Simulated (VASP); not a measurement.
# Na (Im-3m) in VASP: relaxation of the atoms with PBEsol

Aim: the relaxation of the atoms of Na with PBEsol.

Everything below comes from runs of VASP 6.6.1. Logs are shortened: lines on timing, memory, paths and dates and some standing lists are left out, and cuts for length are marked.

### 1 The undisturbed crystal

The structure is cubic, space group Im-3m (No. 229). Conventional cell: a = 4.282 Å, b = 4.282 Å, c = 4.282 Å, α = 90.00°, β = 90.00°, γ = 90.00°. Na (site symmetry m-3m) has 8 Na at 3.71 Å as nearest neighbours.

### 2 Relaxation of the atoms, PBEsol (volume scaled by 0.88)

Contents of run.py:

```python
from ase import Atoms
from ase.calculators.vasp import Vasp

atoms = Atoms(
    ['Na'],
    cell=[[-2.0516859828, 2.0516859828, 2.0516859828], [2.0516859828, -2.0516859828, 2.0516859828], [2.0516859828, 2.0516859828, -2.0516859828]],
    scaled_positions=[[0.0, 0.0, 0.0]],
    pbc=True,
)
calc = Vasp(
    directory='calc',
    xc='pbesol',
    pp='PBE',
    setups='recommended',
    prec='Accurate',
    encut=520,
    ediff=1e-07,
    ismear=-1,
    sigma=0.1,
    lreal=False,
    lasph=True,
    nelm=80,
    algo='Fast',
    isif=2,
    lwave=False,
    lcharg=False,
    ibrion=2,
    nsw=40,
    ediffg=-0.01,
    kpts=[9, 9, 9],
    gamma=True,
)
atoms.calc = calc

print('energy (eV):', atoms.get_potential_energy())
print('free energy (eV):', atoms.get_potential_energy(force_consistent=True))
print('forces (eV/A):')
print(atoms.get_forces())
print('stress (eV/A^3, Voigt):', atoms.get_stress())
print('Fermi level (eV):', calc.get_fermi_level())
print('cell (A, degrees):', atoms.cell.cellpar())
print('volume (A^3):', atoms.get_volume())
print('scaled positions:')
print(atoms.get_scaled_positions())
```

Potentials or basis: VASP PAW PBE potentials, release 64 (Na_pv).

On the command line:

```sh
> python run.py
```

Standard output:

```text
energy (eV): -1.4023126
free energy (eV): -1.40864941
forces (eV/A):
[[-0. -0.  0.]]
stress (eV/A^3, Voigt): [-0.00270571 -0.00270571 -0.00270571  0.          0.         -0.        ]
Fermi level (eV): 0.52224591
cell (A, degrees): [  3.55362436   3.55362436   3.55362436 109.47122063 109.47122063
 109.47122063]
volume (A^3): 34.54559405820872
scaled positions:
[[0. 0. 0.]]
```

OUTCAR:

```text
ENCUT = 520.000000
   EDIFF = 1.00e-07
   EDIFFG = -1.00e-02
   GGA = PS
   PREC = Accurate
   IBRION = 2
   ISIF = 2
   ISMEAR = -1
   NELM = 80
   NSW = 40
   LASPH = .TRUE.
   LREAL = .FALSE.

 ion  position               nearest neighbor table
   1  0.000  0.000  0.000-

  LATTYP: Found a body centered cubic cell.
 ALAT       =     4.1033719656

  Lattice vectors:

 A1 = (  -2.0516859828,   2.0516859828,   2.0516859828)
 A2 = (   2.0516859828,  -2.0516859828,   2.0516859828)
 A3 = (   2.0516859828,   2.0516859828,  -2.0516859828)

Analysis of symmetry for initial positions (statically):
=====================================================================
 Subroutine PRICEL returns:
 Original cell was already a primitive cell.

 Routine SETGRP: Setting up the symmetry group for a
 body centered cubic supercell.

 Subroutine GETGRP returns: Found 48 space group operations
 (whereof 48 operations were pure point group operations)
 out of a pool of 48 trial point group operations.

The static configuration has the point symmetry O_h .

Analysis of symmetry for dynamics (positions and initial velocities):
=====================================================================
 Subroutine PRICEL returns:
 Original cell was already a primitive cell.

 Routine SETGRP: Setting up the symmetry group for a
 body centered cubic supercell.

 Subroutine GETGRP returns: Found 48 space group operations
 (whereof 48 operations were pure point group operations)
 out of a pool of 48 trial point group operations.

The dynamic configuration has the point symmetry O_h .

 Subroutine INISYM returns: Found 48 space group operations
 (whereof 48 operations are pure point group operations),
 and found     1 'primitive' translations

----------------------------------------------------------------------------------------

                                     Primitive cell

  volume of cell :      34.5456

  direct lattice vectors                    reciprocal lattice vectors
    -2.051685983  2.051685983  2.051685983     0.000000000  0.243702011  0.243702011
     2.051685983 -2.051685983  2.051685983     0.243702011  0.000000000  0.243702011
     2.051685983  2.051685983 -2.051685983     0.243702011  0.243702011  0.000000000

  length of vectors
     3.553624363  3.553624363  3.553624363     0.344646689  0.344646689  0.344646689

  position of ions in fractional coordinates (direct lattice)
     0.000000000  0.000000000  0.000000000

  ion indices of the primitive-cell ions
   primitive index   ion index
                 1           1

----------------------------------------------------------------------------------------

 KPOINTS: KPOINTS created by Atomic Simulation Env

Automatic generation of k-mesh.
 Grid dimensions read from file:
 generate k-points for:    9    9    9

 Generating k-lattice:

  Cartesian coordinates                     Fractional coordinates (reciprocal lattice)
     0.000000000  0.027078001  0.027078001     0.111111111  0.000000000  0.000000000
     0.027078001  0.000000000  0.027078001     0.000000000  0.111111111  0.000000000
     0.027078001  0.027078001  0.000000000     0.000000000  0.000000000  0.111111111

  Length of vectors
     0.038294077  0.038294077  0.038294077

  Shift w.r.t. Gamma in fractional coordinates (k-lattice)
     0.000000000  0.000000000  0.000000000

 Subroutine IBZKPT returns following result:
 ===========================================

 Found     35 irreducible k-points:

 Following reciprocal coordinates:
            Coordinates               Weight
  0.000000  0.000000  0.000000      1.000000
  0.111111  0.000000  0.000000     12.000000
  0.222222  0.000000  0.000000     12.000000
  0.333333  0.000000  0.000000     12.000000
  0.444444  0.000000  0.000000     12.000000
  0.111111  0.111111  0.000000     24.000000
[... 16 lines left out ...]
 -0.333333  0.444444  0.111111     48.000000
 -0.444444 -0.444444  0.111111     24.000000
 [... further k-points ...]
   k-points           NKPTS =     35   k-points in BZ     NKDIM =     35   number of bands    NBANDS=      7
   number of dos      NEDOS =    301   number of ions     NIONS =      1
   total plane-waves  NPLWV =  21952
   dimension x,y,z NGX =    28 NGY =   28 NGZ =   28
   dimension x,y,z NGXF=    56 NGYF=   56 NGZF=   56
   ions per type =               1
   NGX,Y,Z   is equivalent  to a cutoff of  13.10, 13.10, 13.10 a.u.
   NGXF,Y,Z  is equivalent  to a cutoff of  26.20, 26.20, 26.20 a.u.
 SYSTEM =  unknown system
   PREC   = accura    normal or accurate (medium, high low for compatibility)
   ISTART =      0    job   : 0-new  1-cont  2-samecut
   ICHARG =      2    charge: 1-file 2-atom 10-const
   ISPIN  =      1    spin polarized calculation?
   LNONCOLLINEAR =      F non collinear calculations
   LSORBIT =      F    spin-orbit coupling
   LASPH  =      T    aspherical Exc in radial PAW
   ENCUT  =  520.0 eV  38.22 Ry    6.18 a.u.   6.61  6.61  6.61*2*pi/ulx,y,z
   NELM   =     80;   NELMIN=  2; NELMDL= -5     # of ELM steps
   EDIFF  = 0.1E-06   stopping-criterion for ELM
   LREAL  =      F    real-space projection
   EDIFFG = -.1E-01   stopping-criterion for IOM
   NSW    =     40    number of steps for IOM
   IBRION =      2    ionic relax: 0-MD 1-quasi-New 2-CG
   NFREE  =      1    steps in history (QN), initial steepest desc. (CG)
   ISIF   =      2    stress and relaxation
   ISYM   =      2    0-nonsym 1-usesym 2-fastsym
   POTIM  = 0.5000    time-step for ionic-motion
   TEBEG  =    0.0;   TEEND  =   0.0 temperature during run
   PSTRESS=    0.0 pullay stress
   NELECT =       7.0000    total number of electrons
   NUPDOWN=      -1.0000    fix difference up-down
   EMIN   =  10.00;   EMAX   =-10.00  energy-range for DOS
   EFERMI =   0.00;   METHOD = LEGACY
   ISMEAR =    -1;   SIGMA  =   0.10  broadening in eV -4-tet -1-fermi 0-gaus
   EFERMI_NEDOS =   21; number of points for ismear=-14 and -15
   IALGO  =     68    algorithm
   IMIX   =      4    mixing-type and parameters
     AMIX     =   0.40;   BMIX     =  1.00
     AMIX_MAG =   1.60;   BMIX_MAG =  1.00
  volume/ion in A,a.u.               =      34.55       233.13
  Fermi-wavevector in a.u.,A,eV,Ry     =   0.961561  1.817086 12.579928  0.924599
  Thomas-Fermi vector in A             =   2.090943
   LORBIT       =      0    0 simple, 1 ext, 2 COOP (PROOUT), +10 PAW based schemes
   GGA     = PS    functional components
   LHFCALC =     F    Hartree Fock is set to
   AEXX    =    0.0000 exact exchange contribution
   IVDW    =     0    specifies the selected vdW correction
   LEPSILON=     F    determine dielectric tensor
   LRPA    =     F    only Hartree local field effects (RPA)
 conjugate gradient relaxation of ions
 non-spin polarized calculation
 RMM-DIIS sequential band-by-band and
  energy-cutoff  :      520.00
  volume of cell :       34.55
 maximum number of plane-waves:       959
   NGX = 13   NGY = 13   NGZ = 13

 number of electron       6.9999991 magnetization

 Free energy of the ion-electron system (eV)
  ---------------------------------------------------
  ext. energy  EPLUGINS =         0.00000000
  ---------------------------------------------------
  free energy    TOTEN  =        -1.40864941 eV

  energy without entropy =       -1.39597580  energy(sigma->0) =       -1.40231260

 E-fermi :   0.5222     XC(G=0):  -6.6904

 val. band max:        0.3967779668   @ k =  -0.3333   0.4444   0.1111
 cond. band min:       0.6014683783   @ k =   0.4444   0.0000   0.0000
 fundamental gap:      0.2046904115
 Fermi energy:         0.5222459120

 k-point     1 :       0.0000    0.0000    0.0000
  band No.  band energies     occupation
      1     -24.2198      2.00000
      2     -24.2198      2.00000
      3     -24.2198      2.00000
      4      -2.9172      2.00000
      5      12.7107      0.00000
      6      12.7108      0.00000
      7      12.7108      0.00000
[... 221 lines left out ...]
 k-point    24 :      -0.4444   -0.4444    0.1111
  band No.  band energies     occupation
      1     -24.2616      2.00000
      2     -24.2421      2.00000
      3     -24.2271      2.00000
      4       1.8304      0.00000
      5       2.4046      0.00000
      6       6.0096      0.00000
      7       9.7465      0.00000

 [... further k-points ...]

------------------------ aborting loop because EDIFF is reached ----------------------------------------

  FORCE on cell =-STRESS in cart. coord.  units (eV):
  Direction    XX          YY          ZZ          XY          YZ          ZX
  --------------------------------------------------------------------------------------
  -------------------------------------------------------------------------------------
  Total        0.0934701      0.0934701      0.0934701      0.0000000      0.0000000     -0.0000000
  in kB        4.3350173      4.3350173      4.3350173      0.0000000      0.0000000     -0.0000000
  external PRESSURE =       4.3350173 kB  Pullay stress =       0.0000000 kB

 VOLUME and BASIS-vectors are now :
 -----------------------------------------------------------------------------
  energy-cutoff  :      520.00
  volume of cell :       34.55
      direct lattice vectors                 reciprocal lattice vectors
    -2.051685983  2.051685983  2.051685983     0.000000000  0.243702011  0.243702011
     2.051685983 -2.051685983  2.051685983     0.243702011  0.000000000  0.243702011
     2.051685983  2.051685983 -2.051685983     0.243702011  0.243702011  0.000000000

 POSITION                                       TOTAL-FORCE (eV/Angst)
 -----------------------------------------------------------------------------------
      0.00000      0.00000      0.00000        -0.000000     -0.000000      0.000000
 -----------------------------------------------------------------------------------
    total drift:                               -0.000000     -0.000000      0.000000

  FREE ENERGIE OF THE ION-ELECTRON SYSTEM (eV)
  ---------------------------------------------------
  free  energy   TOTEN  =        -1.4086494115 eV

  energy  without entropy=       -1.3959757973  energy(sigma->0) =       -1.40231260

 reached required accuracy - stopping structural energy minimisation
```

INCAR:

```text
ENCUT = 520.000000
SIGMA = 0.100000
EDIFF = 1.00e-07
EDIFFG = -1.00e-02
ALGO = Fast
GGA = PS
PREC = Accurate
IBRION = 2
ISIF = 2
ISMEAR = -1
NELM = 80
NSW = 40
LASPH = .TRUE.
LCHARG = .FALSE.
LWAVE = .FALSE.
LREAL = .FALSE.
```

It took 9.8 s on 1 thread of Intel Xeon Platinum 8488C (Sapphire Rapids), shared host; peak memory 0.14 GiB.

What came out:

```
Free energy             : -1.4086 eV
Pressure after relaxing : 0.4 GPa
Band gap on the k mesh  : none (metal or under the smearing width)
```

Final structure:
```
Na
1.0
    -2.05169    2.05169    2.05169
     2.05169   -2.05169    2.05169
     2.05169    2.05169   -2.05169
Na
1
Direct
  0.00000 0.00000 0.00000
```

Levels at points of the mesh, in eV from the Fermi level:
| k point | band 1 | band 2 | band 3 | band 4 | band 5 | band 6 | band 7 |
| --- | --- | --- | --- | --- | --- | --- | --- |
| (0.00, 0.00, 0.00) | -24.74 | -24.74 | -24.74 | -3.44 | 12.19 | 12.19 | 12.19 |

Caveat: the relaxation stopped at its first step, so nothing moved; the PAW data sets were made with another functional, which shifts forces and pressure a little.

### 3 The reference run

An earlier run on the cell as given: functional PBE; potentials or basis VASP PAW PBE potentials, release 64 (Na_pv); cutoff 520 eV; k mesh 9 × 9 × 9; occupations fermi-dirac, width 0.05 eV; no spin polarisation.

- Pressure: -0.4 GPa
- Band gap on the k mesh: none (metal or under the smearing width)
